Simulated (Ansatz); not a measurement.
A plane-wave DFT run in Ansatz 0.2.0 (scalar-relativistic PAW potentials unless the input names others): input and command.

```yaml
crystal:
  lattice:
    - [2.4649796649, 0.0, 0.0]
    - [-1.2324898325, 2.1347350096, 0.0]
    - [0.0, 0.0, 25.7384327799]
  atoms:
    - { symbol: C, position: [0.0, 0.0, 0.3302454468], spin: 2.0 }
    - { symbol: C, position: [0.3333333334, 0.6666666667, 0.3302454377] }
    - { symbol: C, position: [0.0, 0.0, 0.4611476002] }
    - { symbol: C, position: [0.6666666667, 0.3333333333, 0.4611475909] }
    - { symbol: C, position: [0.0, 0.0, 0.5920497534] }
    - { symbol: C, position: [0.3333333334, 0.6666666667, 0.5920497443] }
    - { symbol: O, position: [0.25, 0.5, 0.6449078034] }
basis:
  ecutwfc: 420
kpoints:
  mp_grid: { grid: [12, 12, 1] }
hamiltonian:
  xc: pbe
  dispersion: d3bj
scf:
  occupations: { method: gaussian, width: 0.1 }
  max_iter: 80
output:
  forces: true
  eigenvalues: true
efield:
  axis: 3
  dipole_correction: true
  ramp_width: 0.04
```

```bash
ansatz run input.yaml --threads 1 --pin off --max-ram 2560MiB --backend cpu --events-out ev --progress --plain --runs-dir out
```

**Question.** What is wrong with this input?

**Answer.** The program refuses it, because of a moment without spin polarisation (crystal.atoms[0].spin: not typed → 2.0). Without that key it is accepted.

Abridged log:
```
Error: inconsistent input (magnetization.spin_polarized): false but per-atom `spin:`, `per_species`, `initial_magnetization`, `magnetic_field`, or `spin_locking` is set
```